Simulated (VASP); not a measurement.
# Ge (Fd-3m) in VASP: settings compared, part 2 of 2

VASP 6.6.1. The steps go on from the part before.

### 3 Single point, PBEsol (grid = ENCUT=400 dk=0.45 cell=3x3x2 ISMEAR=0 SIGMA=0.05 LREAL=Auto EDIFF=1e-06)

INCAR reads:

```
SYSTEM = Ge
  ALGO = Fast
  EDIFF = 1E-6
  ENCUT = 400
  GGA = PS
  ISIF = 2
  ISMEAR = 0
  KPAR = 2
  LASPH = .True.
  LCHARG = .False.
  LREAL = Auto
  LWAVE = .False.
  NBANDS = 264
  NCORE = 1
  NELM = 120
  PREC = Accurate
  SIGMA = 0.05
```

KPOINTS reads:

```
k-points
0
Gamma
  2 2 3
  0 0 0
```

POSCAR reads:

```
Ge
1.0
    0.0000000000      8.4867300000      8.4867300000
    8.4867300000      0.0000000000      8.4867300000
    5.6578200000      5.6578200000      0.0000000000
Ge
36
Direct
    0.2500000000      0.2500000000      0.3750000000
    0.2500000000      0.2500000000      0.8750000000
    0.2500000000      0.5833333333      0.3750000000
    0.2500000000      0.5833333333      0.8750000000
    0.2500000000      0.9166666667      0.3750000000
    0.2500000000      0.9166666667      0.8750000000
    0.5833333333      0.2500000000      0.3750000000
    0.5833333333      0.2500000000      0.8750000000
    0.5833333333      0.5833333333      0.3750000000
    0.5833333333      0.5833333333      0.8750000000
    0.5833333333      0.9166666667      0.3750000000
    0.5833333333      0.9166666667      0.8750000000
    0.9166666667      0.2500000000      0.3750000000
    0.9166666667      0.2500000000      0.8750000000
    0.9166666667      0.5833333333      0.3750000000
    0.9166666667      0.5833333333      0.8750000000
    0.9166666667      0.9166666667      0.3750000000
    0.9166666667      0.9166666667      0.8750000000
    0.1666666667      0.1666666667      0.2500000000
    0.1666666667      0.1666666667      0.7500000000
    0.1666666667      0.5000000000      0.2500000000
    0.1666666667      0.5000000000      0.7500000000
    0.1666666667      0.8333333333      0.2500000000
    0.1666666667      0.8333333333      0.7500000000
    0.5000000000      0.1666666667      0.2500000000
    0.5000000000      0.1666666667      0.7500000000
    0.5000000000      0.5000000000      0.2500000000
    0.5000000000      0.5000000000      0.7500000000
    0.5000000000      0.8333333333      0.2500000000
    0.5000000000      0.8333333333      0.7500000000
    0.8333333333      0.1666666667      0.2500000000
    0.8333333333      0.1666666667      0.7500000000
    0.8333333333      0.5000000000      0.2500000000
    0.8333333333      0.5000000000      0.7500000000
    0.8333333333      0.8333333333      0.2500000000
    0.8333333333      0.8333333333      0.7500000000
```

Potentials or basis: VASP PAW PBE potentials, release 64 (Ge_d).

Started as:

```bash
$ cat potpaw_PBE.64/Ge_d/POTCAR > POTCAR
$ mpirun -np 4 vasp_std > vasp.out
```

OUTCAR:

```text
SYSTEM = Ge
   EDIFF = 1E-6
   ENCUT = 400
   GGA = PS
   ISIF = 2
   ISMEAR = 0
   LASPH = .True.
   LREAL = Auto
   NELM = 120
   PREC = Accurate

 Found      6 irreducible k-points:

 Following reciprocal coordinates:
            Coordinates               Weight
  0.000000  0.000000  0.000000      1.000000
  0.500000  0.000000  0.000000      2.000000
  0.500000  0.500000  0.000000      1.000000
  0.000000  0.000000  0.333333      2.000000
  0.500000  0.000000  0.333333      4.000000
  0.500000  0.500000  0.333333      2.000000
   k-points           NKPTS =      6   k-points in BZ     NKDIM =      6   number of bands    NBANDS=    264
   number of dos      NEDOS =    301   number of ions     NIONS =     36
   total plane-waves  NPLWV = 345600
   dimension x,y,z NGX =    80 NGY =   80 NGZ =   54
   dimension x,y,z NGXF=   160 NGYF=  160 NGZF=  108
   ions per type =              36
   NGX,Y,Z   is equivalent  to a cutoff of  11.08, 11.08, 11.22 a.u.
   NGXF,Y,Z  is equivalent  to a cutoff of  22.16, 22.16, 22.44 a.u.
 SYSTEM =  Ge
   PREC   = accura    normal or accurate (medium, high low for compatibility)
   ISTART =      0    job   : 0-new  1-cont  2-samecut
   ICHARG =      2    charge: 1-file 2-atom 10-const
   ISPIN  =      1    spin polarized calculation?
   LNONCOLLINEAR =      F non collinear calculations
   LSORBIT =      F    spin-orbit coupling
   LASPH  =      T    aspherical Exc in radial PAW
   ENCUT  =  400.0 eV  29.40 Ry    5.42 a.u.  19.57 19.57 13.05*2*pi/ulx,y,z
   NELM   =    120;   NELMIN=  2; NELMDL= -5     # of ELM steps
   EDIFF  = 0.1E-05   stopping-criterion for ELM
   LREAL  =      T    real-space projection
   EDIFFG = 0.1E-04   stopping-criterion for IOM
   NSW    =      0    number of steps for IOM
   IBRION =     -1    ionic relax: 0-MD 1-quasi-New 2-CG
   NFREE  =      0    steps in history (QN), initial steepest desc. (CG)
   ISIF   =      2    stress and relaxation
   ISYM   =      2    0-nonsym 1-usesym 2-fastsym
   POTIM  = 0.5000    time-step for ionic-motion
   TEBEG  =    0.0;   TEEND  =   0.0 temperature during run
   PSTRESS=    0.0 pullay stress
   NELECT =     504.0000    total number of electrons
   NUPDOWN=      -1.0000    fix difference up-down
   EMIN   =  10.00;   EMAX   =-10.00  energy-range for DOS
   EFERMI =   0.00;   METHOD = LEGACY
   ISMEAR =     0;   SIGMA  =   0.05  broadening in eV -4-tet -1-fermi 0-gaus
   EFERMI_NEDOS =   21; number of points for ismear=-14 and -15
   IALGO  =     68    algorithm
   IMIX   =      4    mixing-type and parameters
     AMIX     =   0.40;   BMIX     =  1.00
     AMIX_MAG =   1.60;   BMIX_MAG =  1.00
  volume/ion in A,a.u.               =      22.64       152.78
  Fermi-wavevector in a.u.,A,eV,Ry     =   1.394756  2.635708 26.468033  1.945346
  Thomas-Fermi vector in A             =   2.518275
   LORBIT       =      0    0 simple, 1 ext, 2 COOP (PROOUT), +10 PAW based schemes
   GGA     = PS    functional components
   LHFCALC =     F    Hartree Fock is set to
   AEXX    =    0.0000 exact exchange contribution
   IVDW    =     0    specifies the selected vdW correction
   LEPSILON=     F    determine dielectric tensor
   LRPA    =     F    only Hartree local field effects (RPA)
 non-spin polarized calculation
 RMM-DIIS sequential band-by-band and
 Gauss-broadening in eV      SIGMA  =   0.05
  energy-cutoff  :      400.00
  volume of cell :      815.00
 maximum number of plane-waves:     14841
 NGX is ok and might be reduce to    80

 number of electron     504.0000007 magnetization

 Free energy of the ion-electron system (eV)
  ---------------------------------------------------
  ext. energy  EPLUGINS =         0.00000000
  ---------------------------------------------------
  free energy    TOTEN  =      -176.89994510 eV

  energy without entropy =     -176.89224670  energy(sigma->0) =     -176.89609590

 E-fermi :   4.8924     XC(G=0): -10.1225

 val. band max:        4.8703300682   @ k =   0.0000   0.0000   0.0000
 cond. band min:       4.9912234164   @ k =   0.0000   0.0000   0.0000
 fundamental gap:      0.1208933482
 Fermi energy:         4.8923819230

 k-point     1 :       0.0000    0.0000    0.0000
  band No.  band energies     occupation
      1     -19.9366      2.00000
      2     -19.9366      2.00000
      3     -19.9342      2.00000
      4     -19.9342      2.00000
      5     -19.9283      2.00000
      6     -19.9283      2.00000
[... 256 lines left out ...]
    263       6.1283      0.00000
    264       6.2527      0.00000

 k-point     2 :       0.5000    0.0000    0.0000
  band No.  band energies     occupation
      1     -19.9296      2.00000
      2     -19.9296      2.00000
      3     -19.9296      2.00000
      4     -19.9296      2.00000
      5     -19.9283      2.00000
      6     -19.9283      2.00000
[... 256 lines left out ...]
    263       6.5406      0.00000
    264       6.5785      0.00000

 k-point     3 :       0.5000    0.5000    0.0000
  band No.  band energies     occupation
      1     -19.9342      2.00000
      2     -19.9342      2.00000
      3     -19.9283      2.00000
      4     -19.9283      2.00000
      5     -19.9283      2.00000
      6     -19.9283      2.00000
[... 256 lines left out ...]
    263       6.4919      0.00000
    264       7.3436      0.00000

 k-point     4 :       0.0000    0.0000    0.3333
  band No.  band energies     occupation
      1     -19.9367      2.00000
      2     -19.9367      2.00000
      3     -19.9367      2.00000
      4     -19.9367      2.00000
      5     -19.9366      2.00000
      6     -19.9342      2.00000
[... 256 lines left out ...]
    263       6.5375      0.00000
    264       6.6338      0.00000

 k-point     5 :       0.5000    0.0000    0.3333
  band No.  band energies     occupation
      1     -19.9343      2.00000
      2     -19.9343      2.00000
      3     -19.9342      2.00000
      4     -19.9296      2.00000
      5     -19.9296      2.00000
      6     -19.9283      2.00000
[... 256 lines left out ...]
    263       7.5062      0.00000
    264       7.5137      0.00000

 k-point     6 :       0.5000    0.5000    0.3333
  band No.  band energies     occupation
      1     -19.9342      2.00000
      2     -19.9342      2.00000
      3     -19.9296      2.00000
      4     -19.9296      2.00000
      5     -19.9296      2.00000
      6     -19.9296      2.00000
[... 256 lines left out ...]
    263       7.5104      0.00000
    264       7.5576      0.00000

------------------------ aborting loop because EDIFF is reached ----------------------------------------

  FORCE on cell =-STRESS in cart. coord.  units (eV):
  Direction    XX          YY          ZZ          XY          YZ          ZX
  --------------------------------------------------------------------------------------
  -------------------------------------------------------------------------------------
  Total        2.3549008      2.3549008      2.3545574     -0.0122316     -0.0034853     -0.0034851
  in kB        4.6293851      4.6293851      4.6287099     -0.0240456     -0.0068516     -0.0068512
  external PRESSURE =       4.6291601 kB  Pullay stress =       0.0000000 kB

 VOLUME and BASIS-vectors are now :
 -----------------------------------------------------------------------------
  energy-cutoff  :      400.00
  volume of cell :      815.00
      direct lattice vectors                 reciprocal lattice vectors
     0.000000000  8.486730000  8.486730000    -0.058915507  0.058915507  0.058915507
     8.486730000  0.000000000  8.486730000     0.058915507 -0.058915507  0.058915507
     5.657820000  5.657820000  0.000000000     0.088373260  0.088373260 -0.088373260

 POSITION                                       TOTAL-FORCE (eV/Angst)
 -----------------------------------------------------------------------------------
      4.24336      4.24336      4.24336         0.000098      0.000098     -0.000080
      7.07227      7.07227      4.24336         0.000098      0.000098     -0.000080
      7.07227      4.24336      7.07227         0.000098      0.000098     -0.000080
      9.90118      7.07227      7.07227         0.000098      0.000098     -0.000080
      9.90119      4.24336      9.90119         0.000098      0.000098     -0.000080
     12.73010      7.07227      9.90119         0.000098      0.000098     -0.000080
[... 28 lines left out ...]
      8.48673      8.48673     14.14455        -0.000098     -0.000098      0.000080
     11.31564     11.31564     14.14455        -0.000098     -0.000098      0.000080
 -----------------------------------------------------------------------------------
    total drift:                                0.000382      0.000382     -0.000388

  FREE ENERGIE OF THE ION-ELECTRON SYSTEM (eV)
  ---------------------------------------------------
  free  energy   TOTEN  =      -176.8999450992 eV

  energy  without entropy=     -176.8922466999  energy(sigma->0) =     -176.89609590
```

Wall time 18 min (4 MPI ranks of Intel Xeon Platinum 8259CL at 2.50GHz (Skylake/Cascade Lake), shared host); peak memory 0.68 GiB.

The run converged, but some of its settings lie outside the range that counts as converged, so its numbers aren't taken as properties of the crystal.

Results:

| Item | Value |
| --- | --- |
| Free energy | -176.8999 eV |
| Pressure | 0.5 GPa |
| Band gap on the k mesh | none (metal or under the smearing width) |

Caveat: the PAW data sets were made with another functional, which shifts forces and pressure a little.

### 4 Single point, PBE

This run uses another cell than the first one: it holds 2 atoms, not 36.

INCAR reads:

```
SYSTEM = Ge
PREC     = Accurate       ! precision mode
ENCUT    = 520            ! plane-wave cutoff, eV
EDIFF    = 1E-7           ! SCF threshold, eV
ISMEAR   = 0              ! smearing method
SIGMA    = 0.028000000000000004 ! smearing width, eV
LREAL    = .FALSE.        ! projectors in reciprocal space
LASPH    = .TRUE.         ! aspherical terms in the spheres
NELM     = 100            ! most SCF steps
ALGO     = Normal         ! electronic algorithm
ISIF     = 2              ! what is computed and relaxed
LWAVE    = .FALSE.        ! write WAVECAR
LCHARG   = .FALSE.        ! write CHGCAR
GGA      = PE             ! functional
NBANDS   = 21             ! bands
```

KPOINTS reads:

```
Automatic mesh
0
G
  8 8 8
  0 0 0
```

POSCAR reads:

```
Ge
1.0
    0.0000000000      2.8289100000      2.8289100000
    2.8289100000      0.0000000000      2.8289100000
    2.8289100000      2.8289100000      0.0000000000
Ge
2
Direct
    0.7500000000      0.7500000000      0.7500000000
    0.5000000000      0.5000000000      0.5000000000
```

Started as:

```bash
$ cat potpaw_PBE.64/Ge_d/POTCAR > POTCAR
$ mpirun -np 1 vasp_std > vasp.out
```

It took 32 s on 1 thread of Intel Xeon Platinum 8175M at 2.50GHz (Skylake/Cascade Lake), shared host; peak memory 0.17 GiB.

It converged, with:

```
Free energy            : -8.9989 eV
Pressure               : 3.5 GPa
Band gap on the k mesh : 0.03 eV, direct
```

Levels at points of the mesh, in eV from the valence-band top:
```csv
k point,band 11,band 12,band 13,band 14,band 15,band 16,band 17,band 18
"(0.00, 0.00, 0.00)",-12.77,0.00,0.00,0.00,0.03,2.55,2.55,2.55
"(0.50, 0.00, 0.00)",-10.68,-7.60,-1.41,-1.41,0.18,3.75,3.75,7.13
"(0.50, 0.50, 0.00)",-8.89,-8.89,-3.07,-3.07,0.75,0.75,9.52,9.52
```

### 5 Relaxation of cell and atoms, BLYP+D3

This run uses another cell than the first one: it holds 2 atoms, not 36.

INCAR reads:

```
SYSTEM = Ge
AGGAC = 1.0 ; AGGAX = 1.0
ALDAC = 0.0 ; ALDAX = 1.0
ALGO = Fast ; EDIFF = 1E-7
EDIFFG = -0.005 ; ENCUT = 600
GGA = B5 ; IBRION = 2
ISIF = 3 ; ISMEAR = -1
IVDW = 11 ; LASPH = .TRUE.
LCHARG = .FALSE. ; LREAL = .FALSE.
LWAVE = .FALSE. ; NELM = 100
NSW = 40 ; PREC = Accurate
SIGMA = 0.05 ; VDW_S6 = 1.0
VDW_S8 = 1.682 ; VDW_SR = 1.094
VDW_SR8 = 1.0
```

KPOINTS reads:

```
k-points
0
G
  8 8 8
  0 0 0
```

POSCAR is that of step 4.

Potentials or basis: VASP PAW PBE potentials, release 64 (Ge_d).

Started as:

```bash
$ cat potpaw_PBE.64/Ge_d/POTCAR > POTCAR
$ mpirun -np 1 vasp_std > vasp.out
```

OUTCAR:

```text
SYSTEM = Ge
   EDIFF = 1E-7
   EDIFFG = -0.005
   ENCUT = 600
   GGA = B5
   IBRION = 2
   ISIF = 3
   ISMEAR = -1
   IVDW = 11
   LASPH = .TRUE.
   LREAL = .FALSE.
   NELM = 100
   NSW = 40
   PREC = Accurate
 IVDW          = 11

 ion  position               nearest neighbor table
   1  0.750  0.750  0.750-   2 2.45   2 2.45   2 2.45   2 2.45
   2  0.500  0.500  0.500-   1 2.45   1 2.45   1 2.45   1 2.45

  LATTYP: Found a face centered cubic cell.
 ALAT       =     5.6578200000

  Lattice vectors:

 A1 = (   0.0000000000,   2.8289100000,   2.8289100000)
 A2 = (   2.8289100000,   0.0000000000,   2.8289100000)
 A3 = (   2.8289100000,   2.8289100000,   0.0000000000)

Analysis of symmetry for initial positions (statically):
=====================================================================
 Subroutine PRICEL returns:
[... 180 lines left out ...]
 cond. band min:       5.5822839313   @ k =   0.5000   0.0000   0.0000
 fundamental gap:      0.1635305737
 Fermi energy:         5.4382158206

 k-point     1 :       0.0000    0.0000    0.0000
  band No.  band energies     occupation
      1     -19.3818      2.00000
      2     -19.3818      2.00000
      3     -19.3818      2.00000
      4     -19.3439      2.00000
      5     -19.3439      2.00000
      6     -19.1323      2.00000
[... 574 lines left out ...]
--------------------------------------- Ionic step        3  -------------------------------------------

 number of electron      27.9999969 magnetization

 Free energy of the ion-electron system (eV)
  ---------------------------------------------------
  ext. energy  EPLUGINS =         0.00000000
  ---------------------------------------------------
  free energy    TOTEN  =        -7.67271516 eV

  energy without entropy =       -7.67089134  energy(sigma->0) =       -7.67180325

 E-fermi :   4.3339     XC(G=0):  -8.8949

 val. band max:        4.1758059522   @ k =   0.1250   0.0000   0.0000
 cond. band min:       4.3360769910   @ k =   0.5000   0.0000   0.0000
 fundamental gap:      0.1602710388
 Fermi energy:         4.3339061763

 k-point     1 :       0.0000    0.0000    0.0000
  band No.  band energies     occupation
      1     -20.2088      2.00000
      2     -20.2088      2.00000
      3     -20.2088      2.00000
      4     -20.1782      2.00000
      5     -20.1782      2.00000
      6     -20.0161      2.00000
[... 528 lines left out ...]
  FREE ENERGIE OF THE ION-ELECTRON SYSTEM (eV)
  ---------------------------------------------------
  free  energy   TOTEN  =        -8.3145251360 eV

  energy  without entropy=       -8.3127013141  energy(sigma->0) =       -8.31361323

 reached required accuracy - stopping structural energy minimisation
```

Wall time 1.9 min (1 thread of Intel Xeon Platinum 8175M at 2.50GHz (Skylake/Cascade Lake), shared host); peak memory 0.19 GiB.

What came out:

| Item | Value |
| --- | --- |
| Free energy | -8.3145 eV |
| Relaxed volume | 25.07 Å³/atom |
| Relaxed cell | a = 4.139 Å, b = 4.139 Å, c = 4.139 Å, α = 60.00°, β = 60.00°, γ = 60.00° |
| Space group after relaxing (to 0.05 Å) | Fd-3m (No. 227) |
| Energy gained by relaxing | 41.6 meV/atom |
| Ionic steps | 3 |
| Pressure after relaxing | 0.0 GPa |
| Band gap on the k mesh | none (metal or under the smearing width) |
| Dispersion energy per atom | -0.321 eV |

The path:
```
step  energy change (eV)  largest force (eV/Å)  pressure (GPa)  volume (Å³)
   1              0.0000                0.0000            6.21        45.28
   2             -0.0801                0.0000           -0.84        51.27
   3             -0.0832                0.0000            0.00        50.14
```

Final structure:
```
CELL_PARAMETERS angstrom
0.00000 2.92681 2.92681
2.92681 0.00000 2.92681
2.92681 2.92681 0.00000
ATOMIC_POSITIONS crystal
Ge 0.75000 0.75000 0.75000
Ge 0.50000 0.50000 0.50000
```

Caveat: the PAW data sets were made with another functional, which shifts forces and pressure a little; the volume moved by +11 % from the deposited cell, more than functionals usually miss; pairwise dispersion overbinds metals, which lowers pressure and volume; this crystal is a semiconductor, whose small gap the functional closes, so the metal is an error of the method.

### 6 The reference run

An earlier run on the cell as given: functional PBEsol; potentials or basis VASP PAW PBE potentials, release 64 (Ge_d); cutoff 520 eV; k mesh 8 × 8 × 8; occupations fermi-dirac, width 0.05 eV; no spin polarisation.

* Pressure: 0.5 GPa
* Band gap on the k mesh: none (metal or under the smearing width)

### 7 Summary

| task | level | cell | cutoff (eV) | smearing | ladder | gap on the mesh (eV) | pressure (GPa) |
| --- | --- | --- | --- | --- | --- | --- | --- |
| single point | PBE | as given | 520 | gaussian 0.028 eV | - | 0.03 | 3.5 |
| relaxation of cell and atoms | BLYP+D3 | relaxed | 600 | fermi-dirac 0.05 eV | - | none | 0.0 |
| single point | PBEsol | as given | 520 | fermi-dirac 0.05 eV | free | none | 0.5 |

Alike in all rows: potentials or basis VASP PAW PBE potentials, release 64 (Ge_d); no spin polarisation; k mesh 8 × 8 × 8.

Caveats: the PAW data sets were made with another functional, which shifts forces and pressure a little (some runs); this crystal is a semiconductor, whose small gap the functional closes, so the metal is an error of the method (some runs); the volume moved by +11 % from the deposited cell, more than functionals usually miss (some runs); pairwise dispersion overbinds metals, which lowers pressure and volume (some runs).

Total energies depend on the potentials used, so only differences within one code and one set of settings carry meaning.

### 8 How close it comes

Step 4. Against the measured gap of Ge, 0.666 eV (indirect; 293 K; “Electronic and optical properties of SixGe1-x-ySny alloys lattice-matched to Ge”, 2021, arxiv:2109.02782), the calculated 0.03 eV is off by -0.63 eV. 3 values of this kind are on record (0.666 to 0.807 eV); this one was drawn at random among those near their median. Spin-orbit coupling on Ge is left out. The value is that of PBE on a finite k mesh, which can miss the band edges, without temperature or zero-point motion. Semilocal functionals fall short of measured gaps as a rule.

Step 5. The cell as given is a measured one (22.64 Å³/atom); BLYP+D3 puts the equilibrium volume +10.7 % from it, thermal expansion not counted.
